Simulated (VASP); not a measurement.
Set up this calculation in VASP 6.6.1, as the native input.

- Task: relaxation of cell and atoms
- Functional: LDA
- Potentials or basis: VASP PAW LDA potentials, release 64 (Ti_sv)
- Cutoff: 520 eV
- k mesh: 18 × 18 × 10
- Occupations: gaussian, width 0.1 eV
- Spin: no spin polarisation
- Further INCAR settings: ALGO = Fast; EDIFF = 1e-07; IBRION = 2; EDIFFG = -0.002; NSW = 80; ISIF = 3

The structure of Ti lies in POSCAR:

```
Ti
1.0
    2.9500000000      0.0000000000      0.0000000000
   -1.4750000000      2.5547749400      0.0000000000
    0.0000000000      0.0000000000      4.6800000000
Ti
2
Direct
    0.3333333300      0.6666666700      0.2500000000
    0.6666666700      0.3333333300      0.7500000000
```

These files were run (other wordings do the same):

INCAR

```
ALGO = Fast ; EDIFF = 1E-7
EDIFFG = -0.002 ; ENCUT = 520
GGA = CA ; IBRION = 2
ISIF = 3 ; ISMEAR = 0
LASPH = T ; LCHARG = F
LREAL = F ; LWAVE = F
NELM = 60 ; NSW = 80
PREC = Accurate ; SIGMA = 0.1
```

KPOINTS

```
k-points
0
Gamma
  18 18 10
```

Potentials or basis: VASP PAW LDA potentials, release 64 (Ti_sv).

Run with:

```console
$ cat potpaw_LDA.64/Ti_sv/POTCAR > POTCAR
$ mpirun -np 1 vasp_std > vasp.out
```

Results of the run:

| Quantity | Value |
| --- | --- |
| Relaxed volume | 16.08 Å³/atom |
| Relaxed cell | a = 2.863 Å, b = 2.863 Å, c = 4.533 Å, α = 90.00°, β = 90.00°, γ = 120.00° |
| Space group after relaxing (to 0.05 Å) | P6_3/mmc (No. 194) |
| Energy gained by relaxing | 51.3 meV/atom |
| Ionic steps | 10 |
| Pressure after relaxing | 0.0 GPa |
| Band gap on the k mesh | none (metal or under the smearing width) |

Run time: 16 min on 1 thread of Intel(R) Xeon(R) Platinum 8375C CPU @ 2.90GHz (Ice Lake) (shared host), peak memory 0.25 GiB.
